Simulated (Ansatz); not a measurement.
**Si: experiment and calculation**

**Experimental background.**

From “Enhanced near-infrared absorber: two-step fabricated structured black silicon and its device application”, 2018, pmc:6179974, for a bulk crystal of Si at 300 K: band gap 1.12 eV (indirect).

How close the calculation comes is told below.

All numbers below come from DFT PBE, scalar-relativistic, plane waves, PAW (Ansatz).

Settings: cutoff 420 eV, Γ-centred mesh 10×10×10 on the computed 2-atom cell, Gaussian smearing of 0.02 eV; no spin polarisation.

Relaxed structure, symmetry kept:

```
Si
1.0
     0.00000    2.73484    2.73484
     2.73484    0.00000    2.73484
     2.73484    2.73484    0.00000
Si
2
Direct
  0.75000 0.75000 0.75000
  0.50000 0.50000 0.50000
```

| Quantity | Value |
| --- | --- |
| Space group | Fd-3m (No. 227) |
| Volume per atom | 138.0 bohr³ |
| Formation energy from the elements' standard states (uncorrected) | 0.000 eV/atom |
| Kohn–Sham band gap | 0.61 eV |
| Löwdin character of the top 1 eV of the valence band | Si 3p 96 % |
| Löwdin character of the lowest 1 eV of the conduction band | Si 3p 58 %, Si 3s 27 %, unprojected 15 % |
| Bader charges (e) | Si (2 in the cell) 0.00 |

Measured band gap of Si: 1.12 eV (indirect; 300 K; the paper above). This calculation gives 0.61 eV (-0.51 eV). Kohn–Sham gaps of semilocal functionals fall short of measured ones as a rule.